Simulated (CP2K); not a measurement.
The system is PtS2.

```
CELL_PARAMETERS angstrom
3.54320 0.00000 0.00000
-1.77160 3.06850 0.00000
0.00000 0.00000 5.03880
ATOMIC_POSITIONS crystal
Pt 0.00000 0.00000 0.00000
S 0.66667 0.33333 0.77300
S 0.33333 0.66667 0.22700
```

Base run:

* Program: CP2K 2026.2
* Functional: rev-vdW-DF2
* Potentials or basis: POTENTIAL_UZH Pt GTH-PBE-q18, S GTH-PBE-q6; TZVP-MOLOPT-PBE-GTH basis
* Density cutoff: 9184 eV
* k mesh: 9 × 9 × 5
* Occupations: fermi-dirac, width 0.05 eV
* Spin: no spin polarisation

Its results: band gap on the k mesh 0.99 eV, indirect (least direct gap 1.05 eV); pressure 11.4 GPa; largest force 1.642 eV/Å.

Task: After a change of settings the same cell gave: band gap on the k mesh 1.15 eV, indirect (least direct gap 1.25 eV); pressure -11.5 GPa; largest force 1.420 eV/Å. Which change was it?
A. functional from rev-vdW-DF2 to HLE16
B. functional from rev-vdW-DF2 to r2SCAN
C. functional from rev-vdW-DF2 to LDA
D. functional from rev-vdW-DF2 to WC

Result: A.

Caveats: the potentials were made for another functional, which shifts forces and pressure; spin-orbit coupling is left out, which moves the levels of the heavy elements; an odd mesh through Γ misses points on the zone boundary, where band edges often lie; the basis of atomic orbitals isn't converged, which shifts pressures, moduli and gaps; the potentials were made for a functional far from this one (some runs).
